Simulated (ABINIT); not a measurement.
# C (C2/m) in ABINIT: further runs

The runs below take C through band structure, with LDA, PBEsol, r2SCAN.

All numbers are computed with ABINIT 10.8.3 (patched build); they aren't measurements. Logs are shortened: lines on timing, memory, paths and dates and some standing lists are left out, and cuts for length are marked. The log counts tension as positive stress, the text compression.

### 1 The structure

It takes space group C2/m (No. 12, monoclinic). The conventional cell has a = 4.255 Å, b = 2.457 Å, c = 3.765 Å, α = 90.00°, β = 111.49°, γ = 90.00°. Around C (site symmetry m) lie 3 C at 1.42 Å.

This is a stacking variant of graphite.

### 2 Band structure, LDA

run.abi

```
ndtset 2

pp_dirpath "./"
pseudos "C.LDA_PW-JTH.xml"

acell 2.4564546488 2.4564546488 3.7645254158 Angstrom
rprim
     0.8660124494    -0.5000224370     0.0000000000
     0.8660124494     0.5000224370     0.0000000000
    -0.3663329314     0.0000000000     0.9304838437
ntypat 1
znucl 6
natom 2
typat 1 1
xred
     0.1666444700     0.1666444700     0.9999069600
     0.8333555300     0.8333555300     0.0000930400
chkprim 0
chksymtnons 0
tolsym 1.0e-6

ecut 19.0
pawecutdg 38.0
pawovlp 30

ixc 7

occopt 3
tsmear 0.00183747

nstep 100

iomode 3
prtwf 0
prteig 0
prtebands 0
enunit 1
prtden1 1

kptopt1 1
ngkpt1 13 13 8
nshiftk1 1
shiftk1 0.0 0.0 0.0
nband1 8
tolvrs1 1.0e-9

iscf2 -2
getden2 1
nband2 14
nbdbuf2 4
tolwfr2 1.0e-11
kptopt2 -3
ndivsm2 6
prteig2 1
prtvol2 -3
kptbounds2
     0.0000000000     0.0000000000     0.0000000000
     0.5000000000     0.5000000000    -1.0000000000
     0.5000000000     0.5000000000    -0.5000000000
     0.6935932999     0.3064067001    -0.5000000000
```

Potentials or basis: JTH PAW LDA v2.0.

Command:

```console
> abinit run.abi > log 2>&1
```

run.abo:

```text
.Version 10.8.3 of ABINIT
 DATASET    1 : space group C2/m (# 12); Bravais mC (1-face-center monocl.)
================================================================================
 Values of the parameters that define the memory need for DATASET  1.
     intxc =       0    ionmov =       0      iscf =      17    lmnmax =       8
     lnmax =       4     mgfft =      30  mpssoang =       2    mqgrid =    3001
     natom =       2  nloc_mem =       2    nspden =       1   nspinor =       1
    nsppol =       1      nsym =       4    n1xccc =       1    ntypat =       1
    occopt =       3   xclevel =       1
       mpw =         502          nfft =       12000          nkpt =         371
 PAW method is used; the additional fine FFT grid is defined by:
   mgfftf=        40    nfftf =     29160
================================================================================
================================================================================

 DATASET    2 : space group C2/m (# 12); Bravais mC (1-face-center monocl.)
================================================================================
 Values of the parameters that define the memory need for DATASET  2.
     intxc =       0    ionmov =       0      iscf =      -2    lmnmax =       8
     lnmax =       4     mgfft =      30  mpssoang =       2    mqgrid =    3001
     natom =       2  nloc_mem =       2    nspden =       1   nspinor =       1
    nsppol =       1      nsym =       4    n1xccc =       1    ntypat =       1
    occopt =       3   xclevel =       1
       mpw =         503          nfft =       12000          nkpt =          27
 PAW method is used; the additional fine FFT grid is defined by:
   mgfftf=        40    nfftf =     29160
================================================================================
================================================================================

--------------------------------------------------------------------------------
------------- Echo of variables that govern the present computation ------------
--------------------------------------------------------------------------------
 -outvars: echo values of preprocessed input variables --------
            acell      4.6420265269E+00  4.6420265269E+00  7.1139220299E+00 Bohr
              amu      1.20110000E+01
          chkprim           0
      chksymtnons           0
             ecut      1.90000000E+01 Hartree
           enunit           1
           getden1          0
           getden2          1
             iscf1         17
             iscf2         -2
              ixc           7
           jdtset        1    2
           kptopt1          1
           kptopt2         -3
         kptrlatt       13    0    0      0   13    0      0    0    8
          kptrlen1     5.69113762E+01
          kptrlen2     3.00000000E+01
            natom           2
            nband1          8
            nband2         14
           nbdbuf1          0
           nbdbuf2          4
           ndtset           2
           ndivsm1          0
           ndivsm2          6
            ngfft          20      20      30
          ngfftdg          27      27      40
             nkpt1        371
             nkpt2         27
            nstep         100
             nsym           4
           ntypat           1
           occopt           3
        pawecutdg      3.80000000E+01 Hartree
          pawovlp      3.0000000000E+01
        prtebands           0
           prteig1          0
           prteig2          1
           prtvol1          0
           prtvol2         -3
            prtwf           0
            rprim      8.6601244940E-01 -5.0002243700E-01  0.0000000000E+00
                       8.6601244940E-01  5.0002243700E-01  0.0000000000E+00
                      -3.6633293140E-01  0.0000000000E+00  9.3048384370E-01
           shiftk1     0.00000000E+00  0.00000000E+00  0.00000000E+00
           shiftk2     5.00000000E-01  5.00000000E-01  5.00000000E-01
          spgroup          12
           tolsym      1.00000000E-06
           tolvrs1     1.00000000E-09
           tolvrs2     0.00000000E+00
           tolwfr1     0.00000000E+00
           tolwfr2     1.00000000E-11
           tsmear      1.83747000E-03 Hartree
            typat      1  1
           useylm           1
           xangst     -6.6992899202E-01  9.9820943439E-18  3.5025041753E+00
                       3.5454999756E+00  5.2408291641E-17  3.2590331051E-04
            xcart     -1.2659823187E+00  1.8863424473E-17  6.6187736461E+00
                       6.7000239333E+00  9.9037317928E-17  6.1586800040E-04
             xred      1.6664447000E-01  1.6664447000E-01  9.9990696000E-01
                       8.3335553000E-01  8.3335553000E-01  9.3040000000E-05
            znucl        6.00000

================================================================================

 chkinp: Checking input parameters for consistency, jdtset=   1.

 chkinp: Checking input parameters for consistency, jdtset=   2.

[... 199 lines left out ...]
 Exchange-correlation functional for the present dataset will be:
  LDA: Perdew-Wang 92 LSD fit to Ceperley-Alder data - ixc=7
  J.P.Perdew and Y.Wang, PRB 45, 13244 (1992)

 Real(R)+Recip(G) space primitive vectors, cartesian coordinates (Bohr,Bohr^-1):
 R(1)=  4.0200528 -2.3211174  0.0000000  G(1)=  0.1243765 -0.2154135  0.0489672
 R(2)=  4.0200528  2.3211174  0.0000000  G(2)=  0.1243765  0.2154135  0.0489672
 R(3)= -2.6060639  0.0000000  6.6193895  G(3)=  0.0000000  0.0000000  0.1510713
 Unit cell volume ucvol=  1.2353124E+02 bohr^3
 Angles (23,13,12)=  1.08496630E+02  1.08496630E+02  6.00029689E+01 degrees

 Coarse grid specifications (used for wave-functions):

 getcut: wavevector=  0.0000  0.0000  0.0000  ngfft=  20  20  30
         ecut(hartree)=     19.000   => boxcut(ratio)=   2.14936

 Fine grid specifications (used for densities):

 getcut: wavevector=  0.0000  0.0000  0.0000  ngfft=  27  27  40
         ecut(hartree)=     38.000   => boxcut(ratio)=   2.02047
--------------------------------------------------------------------------------

================================================================================
 Non-SCF case, kpt    1 (  0.00000  0.00000  0.00000), residuals and eigenvalues=
  2.21E-12  3.80E-12  7.10E-13  1.77E-12  7.33E-12  3.41E-12  8.16E-12  5.63E-12
  6.70E-12  7.23E-12  1.58E-10  3.45E-08  1.11E-06  3.15E-06
 -5.5501E-01 -9.0261E-02  5.0768E-02  5.0895E-02  2.8991E-01  4.6915E-01
  4.6924E-01  5.7961E-01  6.4303E-01  9.8696E-01  1.0333E+00  1.1777E+00
  1.1816E+00  1.2818E+00
 Non-SCF case, kpt    2 (  0.03846  0.03846 -0.07692), residuals and eigenvalues=
  6.37E-12  6.25E-12  4.13E-13  3.17E-13  1.63E-12  1.77E-12  5.94E-13  1.47E-12
  6.42E-12  8.17E-12  4.65E-12  3.10E-09  1.45E-09  2.55E-05
 -5.5350E-01 -9.0710E-02  4.5667E-02  4.7970E-02  2.9582E-01  4.7006E-01
  4.7474E-01  5.7511E-01  6.4499E-01  9.9087E-01  1.0235E+00  1.1585E+00
[... 137 lines left out ...]
  6.3371E-01  6.6285E-01  6.6528E-01  8.2572E-01  9.1304E-01  1.0085E+00
  1.0658E+00  1.2349E+00
 Non-SCF case, kpt   26 (  0.66594  0.33406 -0.50000), residuals and eigenvalues=
  1.48E-12  5.49E-12  4.45E-12  2.54E-12  2.32E-12  1.24E-12  1.22E-12  1.11E-12
  3.02E-12  8.77E-12  1.13E-12  9.33E-12  7.73E-09  7.38E-09
 -2.9632E-01 -2.9293E-01 -2.2985E-01  1.5130E-01  1.6896E-01  5.2990E-01
  6.4179E-01  6.5819E-01  7.2340E-01  8.1639E-01  8.8458E-01  9.7594E-01
  1.0703E+00  1.1943E+00
 Non-SCF case, kpt   27 (  0.69359  0.30641 -0.50000), residuals and eigenvalues=
  4.56E-12  5.16E-12  5.69E-12  1.71E-12  7.57E-13  2.04E-12  4.66E-12  2.17E-12
  5.64E-12  3.54E-12  5.13E-12  3.07E-12  3.11E-08  3.10E-07
 -3.2032E-01 -2.7467E-01 -2.1986E-01  1.1581E-01  1.9915E-01  5.3670E-01
  6.4032E-01  6.5065E-01  7.7424E-01  8.0762E-01  8.7543E-01  9.5171E-01
  1.0654E+00  1.1642E+00

--- !ResultsGS
iteration_state: {dtset: 2, }
comment   : Summary of ground state results
lattice_vectors:
- [  4.0200528,  -2.3211174,   0.0000000, ]
- [  4.0200528,   2.3211174,   0.0000000, ]
- [ -2.6060639,   0.0000000,   6.6193895, ]
lattice_lengths: [   4.64203,    4.64203,    7.11392, ]
lattice_angles: [108.497, 108.497,  60.003, ] # degrees, (23, 13, 12)
lattice_volume:   1.2353124E+02
convergence: {deltae:  0.000E+00, res2:  0.000E+00, residm:  9.859E-12, diffor:  0.000E+00, }
etotal    :  -1.15265153E+01
entropy   :   0.00000000E+00
fermie    :   1.62904737E-01
cartesian_stress_tensor: null
pressure_GPa: null
xred      :
- [  1.6664E-01,   1.6664E-01,   9.9991E-01,  C]
- [  8.3336E-01,   8.3336E-01,   9.3040E-05,  C]
cartesian_forces: null
force_length_stats: {min: null, max: null, mean: null, }
...

 Integrated electronic density in atomic spheres:
 ------------------------------------------------
 Atom  Sphere_radius  Integrated_density
    1        1.50737          2.74490664
    2        1.50737          2.74490664

================================================================================

 ----iterations are completed or convergence reached----

 Mean square residual over all n,k,spin=   33.591E-13; max=  98.585E-13
 reduced coordinates (array xred) for    2 atoms
       0.166644470000      0.166644470000      0.999906960000
       0.833355530000      0.833355530000      0.000093040000

 cartesian coordinates (angstrom) at end:
    1     -0.66992899201843     0.00000000000000     3.50250417528941
    2      3.54549997561322     0.00000000000000     0.00032590331051
 length scales=  4.642026526945  4.642026526945  7.113922029881 bohr
              =  2.456454648800  2.456454648800  3.764525415800 angstroms
 Eigenvalues (   eV  ) for nkpt=  27  k points:
 kpt#   1, nband= 14, wtk=  1.00000, kpt=  0.0000  0.0000  0.0000 (reduced coord)
 -15.10259   -2.45612    1.38146    1.38493    7.88894   12.76630   12.76862   15.77207
  17.49782   26.85644   28.11883   32.04610   32.15235   34.87921
 kpt#   2, nband= 14, wtk=  1.00000, kpt=  0.0385  0.0385 -0.0769 (reduced coord)
 -15.06160   -2.46835    1.24266    1.30534    8.04968   12.79111   12.91847   15.64961
  17.55096   26.96299   27.85147   31.52491   31.89746   34.79670
 kpt#   3, nband= 14, wtk=  1.00000, kpt=  0.0769  0.0769 -0.1538 (reduced coord)
 -14.93938   -2.49441    0.83349    1.09023    8.51934   12.84165   13.36071   15.29807
  17.71386   27.03974   27.37133   30.44813   31.52222   34.51116
 kpt#   4, nband= 14, wtk=  1.00000, kpt=  0.1154  0.1154 -0.2308 (reduced coord)
 -14.73812   -2.50704    0.20234    0.76958    9.26382   12.88262   14.05690   14.75653
  17.98936   26.15347   27.76398   29.42571   30.89221   34.31857
 kpt#   5, nband= 14, wtk=  1.00000, kpt=  0.1538  0.1538 -0.3077 (reduced coord)
 -14.46131   -2.47234   -0.59507    0.38354   10.23350   12.88232   14.07112   14.96176
  18.36351   25.18722   28.14149   28.55688   30.15766   33.56955
 kpt#   6, nband= 14, wtk=  1.00000, kpt=  0.1923  0.1923 -0.3846 (reduced coord)
 -14.11342   -2.35823   -1.50557   -0.03100   11.35671   12.83233   13.28984   16.03056
[... 50 lines left out ...]
  -9.29567   -8.42361   -3.78694    2.85383    5.92341   14.67033   15.21630   16.67814
  18.94476   23.23693   27.14450   27.72814   28.98801   34.54050
 kpt#  24, nband= 14, wtk=  1.00000, kpt=  0.6106  0.3894 -0.5000 (reduced coord)
  -8.97511   -8.13239   -4.80545    3.31044    5.53801   14.79497   16.25931   16.99550
  18.38785   22.80636   25.93656   28.05745   28.89174   34.64354
 kpt#  25, nband= 14, wtk=  1.00000, kpt=  0.6383  0.3617 -0.5000 (reduced coord)
  -8.56395   -7.86264   -5.76519    3.89304    4.93311   14.48337   17.24405   18.03699
  18.10325   22.46890   24.84517   27.44160   29.00186   33.60280
 kpt#  26, nband= 14, wtk=  1.00000, kpt=  0.6659  0.3341 -0.5000 (reduced coord)
  -8.06315   -7.97096   -6.25451    4.11719    4.59773   14.41922   17.46405   17.91013
  19.68482   22.21521   24.07053   26.55680   29.12326   32.49737
 kpt#  27, nband= 14, wtk=  1.00000, kpt=  0.6936  0.3064 -0.5000 (reduced coord)
  -8.71648   -7.47412   -5.98281    3.15125    5.41910   14.60422   17.42407   17.70512
  21.06817   21.97655   23.82165   25.89747   28.99118   31.67995

== END DATASET(S) ==============================================================
================================================================================

 -outvars: echo values of variables after computation  --------
            acell      4.6420265269E+00  4.6420265269E+00  7.1139220299E+00 Bohr
           etotal1    -1.1526515313E+01
            fcart1    -4.8677389404E-05 -1.1408437329E-21  5.6924630545E-05
                       4.8677389404E-05  1.1408437329E-21 -5.6924630545E-05
            rprim      8.6601244940E-01 -5.0002243700E-01  0.0000000000E+00
                       8.6601244940E-01  5.0002243700E-01  0.0000000000E+00
                      -3.6633293140E-01  0.0000000000E+00  9.3048384370E-01
           strten1     2.0787593482E-04  2.0990057919E-04  3.2826739131E-05
                       0.0000000000E+00  7.3411104518E-07  0.0000000000E+00
           xangst     -6.6992899202E-01  9.9820943439E-18  3.5025041753E+00
                       3.5454999756E+00  5.2408291641E-17  3.2590331051E-04
             xred      1.6664447000E-01  1.6664447000E-01  9.9990696000E-01
                       8.3335553000E-01  8.3335553000E-01  9.3040000000E-05
 Calculation completed.
```

It took 40 s on 1 thread of Intel Xeon Platinum 8259CL at 2.50GHz (Skylake/Cascade Lake), shared host; peak memory 0.11 GiB.

Results:

```yaml
Free_energy: -313.6525 eV
Pressure: -4.4 GPa
Largest_force: 0.004 eV/Å
Band_gap_along_the_path: 0.48 eV, direct
```

Forces on the atoms (eV/Å):
```
C   -0.003  0.000  0.003
C    0.003  0.000 -0.003
```

Levels at the corners of the path, in eV from the valence-band top:
| point | band 1 | band 2 | band 3 | band 4 | band 5 | band 6 | band 7 | band 8 | band 9 |
| --- | --- | --- | --- | --- | --- | --- | --- | --- | --- |
| Γ | -19.22 | -6.57 | -2.74 | -2.73 | 3.77 | 8.65 | 8.65 | 11.65 | 13.38 |
| Y | -13.75 | -12.90 | -6.16 | -2.37 | 1.59 | 7.69 | 12.80 | 14.21 | 19.24 |
| L | -13.83 | -12.96 | -6.13 | -1.85 | 2.14 | 7.99 | 11.65 | 12.11 | 18.14 |
| I | -12.83 | -11.59 | -10.10 | -0.97 | 1.30 | 10.49 | 13.31 | 13.59 | 16.95 |

Caveat: the atomic spheres overlap.

(Part 1 of 2 ends here.)
